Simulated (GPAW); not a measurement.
The system is ZnS (Wurtzite-2H).

```
CELL_PARAMETERS angstrom
3.81100 0.00000 0.00000
-1.90550 3.30042 0.00000
0.00000 0.00000 6.23400
ATOMIC_POSITIONS crystal
Zn 0.66667 0.33333 0.50000
Zn 0.33333 0.66667 0.00000
S 0.66667 0.33333 0.88500
S 0.33333 0.66667 0.38500
```

Base run:

| Item | Value |
| --- | --- |
| Program | GPAW 26.7.0 |
| Functional | vdW-DF-cx |
| Potentials or basis | GPAW PAW data sets (gpaw-data 1.2.1) |
| Cutoff | 600 eV |
| Basis | pw |
| k mesh | 6 × 6 × 3 |
| Occupations | fermi-dirac, width 0.05 eV |
| Spin | no spin polarisation |

Its results: band gap on the k mesh 2.24 eV, direct; largest force 0.337 eV/Å.

Question: After a change of settings the same cell gave: band gap on the k mesh 3.08 eV, direct; largest force 0.325 eV/Å. Which change was it?
A. functional from vdW-DF-cx to TPSS
B. functional from vdW-DF-cx to AM05; potentials or basis from GPAW PAW data sets (gpaw-data 1.2.1) to PAW data sets generated in the run's folder for this functional
C. functional from vdW-DF-cx to revPBE; potentials or basis from GPAW PAW data sets (gpaw-data 1.2.1) to the program's PAW data sets (release 1.2.1) made for this functional
D. functional from vdW-DF-cx to mBEEF

Answer: D.

Caveats: the PAW data sets were made with another functional, which shifts forces and pressure a little.

Not every run made on this cell is shown here.
